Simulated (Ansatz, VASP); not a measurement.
BeS: VASP beside Ansatz

```
CELL_PARAMETERS angstrom
-2.40465 2.40465 2.68611
2.40465 -2.40465 2.68611
2.40465 2.40465 -2.68611
ATOMIC_POSITIONS crystal
Be 0.37885 0.37885 0.00000
Be 0.12885 0.62885 0.50000
S 0.68170 0.68170 0.00000
S 0.43170 0.93170 0.50000
```

Alike in both runs: task relaxation of cell and atoms; functional PBE; k mesh 6 × 6 × 6; occupations gaussian, width 0.1 eV; no spin polarisation.

```csv
,VASP,Ansatz
version,VASP 6.6.1,Ansatz 0.2.0
potentials or method,"VASP PAW PBE potentials, release 64 (Be, S)","scalar-relativistic, plane waves, PAW"
plane-wave cutoff (eV),600,420
valence electrons in the cell,16,16
```

```tsv
	VASP	Ansatz	Ansatz less VASP
relaxed volume (Å³/atom)	13.13	18.76	+5.630
relaxed cell length with the largest relative difference (Å)	5.716	6.457	+0.7417
energy change over the relaxation (meV/atom)	-1124	-1764	-640.4
```

One of these differences is far larger than is usual between the two programs; its cause wasn't traced.

Caveats: the volume moved by over 15 % at a fixed basis, so the end points are rough (VASP).
